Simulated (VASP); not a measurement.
Wanted: the native input for a VASP 6.6.1 run.

```yaml
Task: band structure
Functional: PBEsol
Potentials_or_basis: VASP PAW PBE potentials, release 64 (In_d, Sb, As)
Cutoff: 520 eV
k_mesh: 3 × 3 × 2
Occupations: gaussian, width 0.02 eV
Spin: no spin polarisation
Further_INCAR_settings: ALGO = Normal; EDIFF = 1e-06
```

The structure of In4Sb3As lies in POSCAR:

```
In4Sb3As                                
1.0
   -3.2851697105      3.2851697105     -0.0000000001
   -3.1959403503     -6.4811100508      3.1534383839
    3.2088900592      3.2088900591      6.2556007377
  In              Sb              As            
     4     3     1
Direct
     0.1902611447100560    0.3805222894201021    0.0506624522421873
     0.9403075045842739    0.8806150091685776    0.3142225959370830
     0.6927706027135787    0.3855412054271258    0.5787740766178618
     0.4265732623531262    0.8531465247063104    0.8117312348921409
     0.9992774981799866    0.9985549963599628    0.9921667381476108
     0.7504467188118220    0.5008934376236118    0.2496574539677366
     0.5021153173069079    0.0042306346138333    0.5060407678864529
     0.2482479513402484    0.4964959026804764    0.7467446803089265
```

The cell comes from a database or a generator and needn't be the stable form of this composition.

One way to write it, as run:

INCAR

```
PREC = Accurate
ENCUT = 520
EDIFF = 1E-6
ISMEAR = 0
SIGMA = 0.02
LREAL = F
LASPH = T
NELM = 80
ALGO = Normal
ISIF = 2
LWAVE = F
LCHARG = F
GGA = PS
KPAR = 2
```

KPOINTS

```
regular mesh
0
Gamma
  3 3 2
```

KPOINTS_OPT

```
path GYFLI,I1ZF1,YX1,XGN,MG
20
line-mode
reciprocal
 0.0000000000  0.0000000000  0.0000000000  G
 0.0000000000 -0.5000000000  1.0000000000  Y

 0.0000000000 -0.5000000000  1.0000000000  Y
 0.0000000000  0.2031250031  1.2812500004  F

 0.0000000000  0.2031250031  1.2812500004  F
 0.0000000000 -0.5000000000  0.5000000000  L

 0.0000000000 -0.5000000000  0.5000000000  L
 0.4687499998 -0.7343749999  0.5000000000  I

 0.5312500002 -0.2656250001 -0.5000000000  I1
 0.0000000000  0.0000000000 -0.5000000000  Z

 0.0000000000  0.0000000000 -0.5000000000  Z
 0.0000000000 -1.2031250031 -0.2812500004  F1

 0.0000000000 -0.5000000000  1.0000000000  Y
 0.3124999985 -0.6562499993  1.0000000000  X1

 0.6875000015 -0.3437500007  0.0000000000  X
 0.0000000000  0.0000000000  0.0000000000  G

 0.0000000000  0.0000000000  0.0000000000  G
 0.5000000000 -0.5000000000  0.5000000000  N

 0.5000000000 -0.5000000000  0.0000000000  M
 0.0000000000  0.0000000000  0.0000000000  G
```

Potentials or basis: VASP PAW PBE potentials, release 64 (In_d, Sb, As).

Command:

```console
$ cat potpaw_PBE.64/In_d/POTCAR potpaw_PBE.64/Sb/POTCAR potpaw_PBE.64/As/POTCAR > POTCAR
$ mpirun -np 2 vasp_std > vasp.out
```

It gave:

```json
{
 "Pressure": "0.0 GPa",
 "Largest force": "0.009 eV/Å",
 "Band gap on the k mesh": "0.18 eV, direct",
 "Band gap along the path": "0.04 eV, indirect (least direct gap 0.05 eV)"
}
```

Caveat: the k mesh is coarse (spacing up to 0.47 Å⁻¹), so the values aren't converged; the PAW data sets were made with another functional, which shifts forces and pressure a little; spin-orbit coupling is left out, which moves the levels of the heavy elements; the mesh misses the band edges, which the band path finds closer together.

Wall time 21 min on 2 MPI ranks on AMD EPYC 7R43 64-Core Processor (Zen 3), on a shared host, peak memory 0.34 GiB a rank.
